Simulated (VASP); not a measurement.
# Te2Mo (P2_1/m) in VASP: a series of runs, part 2 of 3

VASP 6.6.1.

### Step 3. Relaxation of cell and atoms, PBE+D3(BJ)

INCAR

```
SYSTEM = Te2Mo
PREC = Accurate ; ENCUT = 600
EDIFF = 1E-6 ; ISMEAR = 0
SIGMA = 0.03 ; LREAL = .FALSE.
LASPH = .TRUE. ; NELM = 80
ALGO = Normal ; ISIF = 3
LWAVE = .FALSE. ; LCHARG = .FALSE.
GGA = PE ; IVDW = 12
IBRION = 2 ; NSW = 90
EDIFFG = -0.01 ; KPAR = 4
```

KPOINTS

```
Automatic mesh
0
G
  4 8 2
  0 0 0
```

POSCAR

```
Te2Mo
1.0
    6.3300000000      0.0000000000      0.0000000000
    0.0000000000      3.4690000000      0.0000000000
   -0.9467947088      0.0000000000     13.8276237937
Te Mo
8 4
Direct
    0.5568000000      0.7500000000      0.3516000000
    0.4432000000      0.2500000000      0.6484000000
    0.5888000000      0.2500000000      0.1045000000
    0.4112000000      0.7500000000      0.8955000000
    0.0970000000      0.7500000000      0.1486000000
    0.9030000000      0.2500000000      0.8514000000
    0.0563000000      0.2500000000      0.3955000000
    0.9437000000      0.7500000000      0.6045000000
    0.3181000000      0.7500000000      0.5066000000
    0.6819000000      0.2500000000      0.4934000000
    0.1833000000      0.2500000000      0.0074000000
    0.8167000000      0.7500000000      0.9926000000
```

Potentials or basis: VASP PAW PBE potentials, release 64 (Te, Mo_sv).

Run with:

```
$ cat potpaw_PBE.64/Te/POTCAR potpaw_PBE.64/Mo_sv/POTCAR > POTCAR
$ mpirun -np 4 vasp_std > vasp.out
```

OUTCAR:

```text
SYSTEM = Te2Mo
   PREC = Accurate
   ENCUT = 600
   EDIFF = 1E-6
   ISMEAR = 0
   LREAL = .FALSE.
   LASPH = .TRUE.
   NELM = 80
   ISIF = 3
   GGA = PE
   IVDW = 12
   IBRION = 2
   NSW = 90
   EDIFFG = -0.01
 IVDW          = 12

 ion  position               nearest neighbor table
   1  0.557  0.750  0.352-  10 2.70  10 2.70   9 2.71   7 3.62   7 3.62
   2  0.443  0.250  0.648-   9 2.70   9 2.70  10 2.71   8 3.62   8 3.62
   3  0.589  0.250  0.105-  12 2.79  12 2.79  11 2.82   4 3.50   4 3.50   5 3.65   5 3.65   5 3.67
                             5 3.67
   4  0.411  0.750  0.895-  11 2.79  11 2.79  12 2.82   3 3.50   3 3.50   6 3.65   6 3.65   6 3.67
                             6 3.67
   5  0.097  0.750  0.149-  11 2.70  11 2.70  12 2.70   3 3.65   3 3.65   3 3.67   3 3.67
   6  0.903  0.250  0.851-  12 2.70  12 2.70  11 2.70   4 3.65   4 3.65   4 3.67   4 3.67
   7  0.056  0.250  0.395-   9 2.79   9 2.79  10 2.81   8 3.49   8 3.49   1 3.62   1 3.62
   8  0.944  0.750  0.605-  10 2.79  10 2.79   9 2.81   7 3.49   7 3.49   2 3.62   2 3.62
   9  0.318  0.750  0.507-   2 2.70   2 2.70   1 2.71   7 2.79   7 2.79   8 2.81  10 2.90  10 2.90

  10  0.682  0.250  0.493-   1 2.70   1 2.70   2 2.71   8 2.79   8 2.79   7 2.81   9 2.90   9 2.90

  11  0.183  0.250  0.007-   5 2.70   5 2.70   6 2.70   4 2.79   4 2.79   3 2.82  12 2.89  12 2.89

  12  0.817  0.750  0.993-   6 2.70   6 2.70   5 2.70   3 2.79   3 2.79   4 2.82  11 2.89  11 2.89

  LATTYP: Found a simple monoclinic cell.
 ALAT       =     6.3300000000
 B/A-ratio  =     0.5480252765
 C/A-ratio  =     2.1895734597
 COS(beta)  =    -0.0683113066

  Lattice vectors:

 A1 = (   6.3300000000,   0.0000000000,   0.0000000000)
[... 205 lines left out ...]

 Edisp (eV)   -6.35217

 E8    (eV) :    -2.9305
[... 135 lines left out ...]
  FREE ENERGIE OF THE ION-ELECTRON SYSTEM (eV)
  ---------------------------------------------------
  free  energy   TOTEN  =       -78.1532572212 eV

  energy  without entropy=      -78.1506051358  energy(sigma->0) =      -78.15193118

[... ionic steps 4 to 18 ...]

--------------------------------------- Ionic step       19  -------------------------------------------

 number of electron     103.9999995 magnetization

------------------------ aborting loop because EDIFF is reached ----------------------------------------
[... 95 lines left out ...]
--------------------------------------- Ionic step       21  -------------------------------------------

 number of electron     103.9999995 magnetization

 Free energy of the ion-electron system (eV)
  ---------------------------------------------------
  ext. energy  EPLUGINS =         0.00000000
  ---------------------------------------------------
  free energy    TOTEN  =       -71.59374435 eV

  energy without entropy =      -71.59181890  energy(sigma->0) =      -71.59278162

 E-fermi :   8.9209     XC(G=0): -10.6275

 val. band max:        8.9189507017   @ k =   0.0000   0.2500   0.5000
 cond. band min:       8.9390598301   @ k =   0.2500   0.1250   0.0000
 fundamental gap:      0.0201091284
 Fermi energy:         8.9208524117

 k-point     1 :       0.0000    0.0000    0.0000
  band No.  band energies     occupation
      1     -52.2304      2.00000
      2     -52.1925      2.00000
      3     -52.1703      2.00000
      4     -52.1340      2.00000
      5     -26.4978      2.00000
      6     -26.4593      2.00000
[... 1549 lines left out ...]
     61      10.8466      0.00000
     62      10.8726      0.00000

 [... further k-points ...]

------------------------ aborting loop because EDIFF is reached ----------------------------------------

 Edisp (eV)   -6.63173

 E8    (eV) :    -3.0570
[... 35 lines left out ...]
  FREE ENERGIE OF THE ION-ELECTRON SYSTEM (eV)
  ---------------------------------------------------
  free  energy   TOTEN  =       -78.2254739104 eV

  energy  without entropy=      -78.2235484570  energy(sigma->0) =      -78.22451118

 reached required accuracy - stopping structural energy minimisation
```

OSZICAR:

```text
N       E                     dE             d eps       ncg     rms          rms(c)
DAV:   1     0.950371007441E+03    0.95037E+03   -0.57179E+04  4216   0.168E+03
DAV:   2    -0.809882195589E+01   -0.95847E+03   -0.93828E+03  4534   0.375E+02
DAV:   3    -0.717567727915E+02   -0.63658E+02   -0.61653E+02  4566   0.812E+01
[... 235 lines left out ...]
DAV:   2    -0.715937900431E+02    0.62958E-04   -0.11669E-03  4140   0.154E-01    0.619E-02
DAV:   3    -0.715937490516E+02    0.40992E-04   -0.19633E-04  4518   0.466E-02    0.204E-02
DAV:   4    -0.715937464171E+02    0.26345E-05   -0.28561E-05  4740   0.176E-02    0.168E-02
DAV:   5    -0.715937446442E+02    0.17729E-05   -0.10287E-05  4358   0.124E-02    0.164E-02
DAV:   6    -0.715937443490E+02    0.29525E-06   -0.42413E-06  3134   0.761E-03
  21 F= -.78225474E+02 E0= -.78224511E+02  d E =-.148277E-03
```

Run time: 29 min. Hardware: 4 MPI ranks of Intel Xeon 6975P-C (Granite Rapids), shared host; peak memory 0.81 GiB.

Results:

| Quantity | Value |
| --- | --- |
| Free energy | -78.2255 eV |
| Relaxed volume | 24.23 Å³/atom |
| Relaxed cell | a = 6.343 Å, b = 3.469 Å, c = 13.245 Å, α = 90.00°, β = 94.02°, γ = 90.00° |
| Space group after relaxing (to 0.05 Å) | P2_1/m (No. 11) |
| Energy gained by relaxing | 7.1 meV/atom |
| Ionic steps | 21 |
| Pressure after relaxing | 0.0 GPa |
| Largest force after relaxing | 0.008 eV/Å |
| Band gap on the k mesh | none (metal or under the smearing width) |
| Dispersion energy per atom | -0.553 eV |

Forces in eV/Å, atoms in the order of the input:
```
Te   0.000  0.000  0.001
Te   0.000  0.000 -0.001
Te  -0.006  0.000  0.005
Te   0.006  0.000 -0.005
Te  -0.003  0.000  0.003
Te   0.003  0.000 -0.003
Te   0.002  0.000 -0.001
Te  -0.002  0.000  0.001
Mo  -0.005  0.000 -0.003
Mo   0.005  0.000  0.003
Mo   0.004  0.000  0.007
Mo  -0.004  0.000 -0.007
```

The path:
| step | energy change (eV) | largest force (eV/Å) | pressure (GPa) | volume (Å³) |
| --- | --- | --- | --- | --- |
| 1 | 0.0000 | 0.1568 | -0.84 | 303.64 |
| 2 | -0.0106 | 0.3903 | 0.87 | 297.84 |
| 3 | -0.0136 | 0.3098 | 0.32 | 299.67 |
| 4 | -0.0316 | 0.2104 | 0.20 | 298.18 |
| 5 | -0.0445 | 0.1998 | 0.01 | 295.09 |
| 6 | -0.0609 | 0.0741 | -0.06 | 293.63 |
| 7 | -0.0684 | 0.1804 | -0.12 | 291.41 |
| 8 | -0.0783 | 0.1162 | 0.38 | 289.22 |
| 9 | -0.0791 | 0.1112 | 0.29 | 289.63 |
| 10 | -0.0808 | 0.1130 | -0.39 | 291.25 |
| 11 | -0.0817 | 0.0944 | -0.15 | 290.65 |
| 12 | -0.0844 | 0.0465 | 0.03 | 290.32 |
| 13 | -0.0846 | 0.0446 | 0.10 | 290.19 |
| 14 | -0.0851 | 0.0403 | -0.12 | 290.75 |
| 15 | -0.0853 | 0.0265 | -0.06 | 290.59 |
| 16 | -0.0855 | 0.0206 | 0.08 | 290.30 |
| 17 | -0.0855 | 0.0198 | 0.06 | 290.34 |
| 18 | -0.0856 | 0.0212 | 0.01 | 290.56 |
| 19 | -0.0856 | 0.0214 | 0.00 | 290.58 |
| 20 | -0.0857 | 0.0131 | 0.00 | 290.68 |
| 21 | -0.0858 | 0.0080 | 0.00 | 290.77 |

Final structure:
```xyz
12
Lattice="6.3434 0.0000 0.0048 0.0000 3.4692 0.0000 -0.9386 0.0000 13.2120" Properties=species:S:1:pos:R:3 pbc="T T T"
Te    3.2160    2.6019    4.5573
Te    2.1888    0.8673    8.6595
Te    3.6294    0.8673    1.4141
Te    1.7754    2.6019   11.8027
Te    0.4617    2.6019    2.0577
Te    4.9431    0.8673   11.1590
Te   -0.0262    0.8673    5.1894
Te    5.4310    2.6019    8.0274
Mo    1.5521    2.6019    6.6895
Mo    3.8527    0.8673    6.5273
Mo    1.1529    0.8673    0.1025
Mo    4.2519    2.6019   13.1143
```

Caveat: pairwise dispersion overbinds metals, which lowers pressure and volume.

### Step 4. Relaxation of cell and atoms, PBE+D3(BJ)

This run uses another cell than the first one, of 24.23 Å³/atom, 0.958 times its volume.

INCAR

```
SYSTEM = Te2Mo
PREC = Accurate ; ENCUT = 600
EDIFF = 1E-7 ; ISMEAR = 0
SIGMA = 0.03 ; LREAL = .FALSE.
LASPH = .TRUE. ; NELM = 80
ALGO = Normal ; ISIF = 3
LWAVE = .FALSE. ; LCHARG = .FALSE.
GGA = PE ; IVDW = 12
IBRION = 2 ; NSW = 90
EDIFFG = -0.005 ; KPAR = 4
```

KPOINTS is that of step 3.

POSCAR

```
Te2Mo                                   
1.0
    6.3434385600      0.0000000000      0.0047634303
    0.0000000000      3.4692183394      0.0000000000
   -0.9386411136      0.0000000000     13.2119942489
  Te              Mo            
     8     4
Direct
     0.5579979556420844    0.7500000000000000    0.3447316507435846
     0.4420020443579158    0.2500000000000000    0.6552683492564155
     0.5879603648885741    0.2500000000000000    0.1068200836758343
     0.4120396351114261    0.7500000000000000    0.8931799163241656
     0.0958192690453192    0.7500000000000000    0.1557130990199039
     0.9041807309546804    0.2500000000000000    0.8442869009800962
     0.0539933640816856    0.2500000000000000    0.3927599199732137
     0.9460066359183144    0.7500000000000000    0.6072400800267860
     0.3195817870639428    0.7500000000000000    0.5062048272813918
     0.6804182129360572    0.2500000000000000    0.4937951727186084
     0.1828784210182873    0.2500000000000000    0.0076922409105712
     0.8171215789817127    0.7500000000000000    0.9923077590894287
```

Run with:

```
$ cat potpaw_PBE.64/Te/POTCAR potpaw_PBE.64/Mo_sv/POTCAR > POTCAR
$ mpirun -np 4 vasp_std > vasp.out
```

Run time: 26 min. Hardware: 4 MPI ranks of Intel Xeon 6975P-C (Granite Rapids), shared host; peak memory 0.77 GiB.

It converged, with:

```yaml
Free_energy: -78.2229 eV
Relaxed_volume: 24.24 Å³/atom
Relaxed_cell: a = 6.343 Å, b = 3.469 Å, c = 13.246 Å, α = 90.00°, β = 93.67°, γ = 90.00°
Space_group_after_relaxing_to_0.05_Å: P2_1/m (No. 11)
Energy_gained_by_relaxing: 0.0 meV/atom
Ionic_steps: 22
Pressure_after_relaxing: 0.0 GPa
Band_gap_on_the_k_mesh: none (metal or under the smearing width)
Dispersion_energy_per_atom: -0.552 eV
```

Forces in eV/Å, atoms in the order of the input:
```
Te   0.002  0.000  0.002
Te  -0.002  0.000 -0.002
Te  -0.001  0.000  0.000
Te   0.001  0.000  0.000
Te   0.001  0.000  0.001
Te  -0.001  0.000 -0.001
Te   0.000  0.000  0.000
Te   0.000  0.000  0.000
Mo  -0.001  0.000  0.001
Mo   0.001  0.000 -0.001
Mo   0.001  0.000  0.000
Mo  -0.001  0.000  0.000
```

Step by step:
```csv
step,energy change (eV),largest force (eV/Å),pressure (GPa),volume (Å³)
1,0.0000,0.0081,-0.01,290.77
2,0.0000,0.0091,0.02,290.69
3,0.0000,0.0085,0.02,290.70
4,0.0000,0.0101,0.00,290.75
5,0.0000,0.0116,-0.01,290.77
6,-0.0001,0.0102,-0.01,290.76
7,-0.0001,0.0079,-0.01,290.75
8,-0.0001,0.0095,-0.01,290.75
9,-0.0001,0.0075,0.01,290.73
10,-0.0001,0.0148,0.03,290.69
11,-0.0001,0.0134,0.02,290.73
12,-0.0001,0.0118,-0.02,290.83
13,-0.0001,0.0098,-0.02,290.84
14,-0.0002,0.0078,-0.01,290.86
15,-0.0002,0.0080,-0.01,290.86
16,-0.0002,0.0093,0.01,290.82
17,-0.0002,0.0110,0.02,290.80
18,-0.0002,0.0145,0.04,290.75
19,-0.0002,0.0119,0.03,290.79
20,-0.0003,0.0059,0.01,290.84
21,-0.0003,0.0052,0.00,290.87
22,-0.0003,0.0029,0.00,290.87
```

Final structure:
```
Te Mo
1.0
     6.34288    0.00000    0.02391
     0.00000    3.46912    0.00000
    -0.89870    0.00000   13.21557
Te Mo
8 4
Direct
  0.55937 0.75000 0.34474
  0.44063 0.25000 0.65526
  0.58646 0.25000 0.10677
  0.41354 0.75000 0.89323
  0.09408 0.75000 0.15568
  0.90592 0.25000 0.84432
  0.05546 0.25000 0.39289
  0.94454 0.75000 0.60711
  0.31949 0.75000 0.50627
  0.68051 0.25000 0.49373
  0.18273 0.25000 0.00766
  0.81727 0.75000 0.99234
```

Levels at points of the mesh, in eV from the Fermi level:
```tsv
k point	band 50	band 51	band 52	band 53	band 54	band 55
(0.00, 0.00, 0.00)	-0.29	0.05	0.35	0.39	0.65	0.71
(0.50, 0.00, 0.00)	-0.95	-0.51	-0.46	-0.16	-0.13	0.73
(0.00, 0.50, 0.00)	-1.67	-1.43	-1.43	0.89	0.89	1.10
(0.50, 0.50, 0.00)	-1.19	-1.08	-1.08	0.91	0.91	1.01
(0.00, 0.00, 0.50)	-0.16	0.13	0.22	0.36	0.47	0.76
(0.50, 0.00, 0.50)	-0.96	-0.61	-0.31	-0.07	-0.05	0.67
(0.00, 0.50, 0.50)	-1.65	-1.53	-1.53	0.85	0.85	1.10
(0.50, 0.50, 0.50)	-1.18	-1.08	-1.08	0.95	0.95	0.96
```

Caveat: pairwise dispersion overbinds metals, which lowers pressure and volume. Spin-orbit coupling is left out, which matters for the levels of Te.

(Part 2 of 3 ends here.)
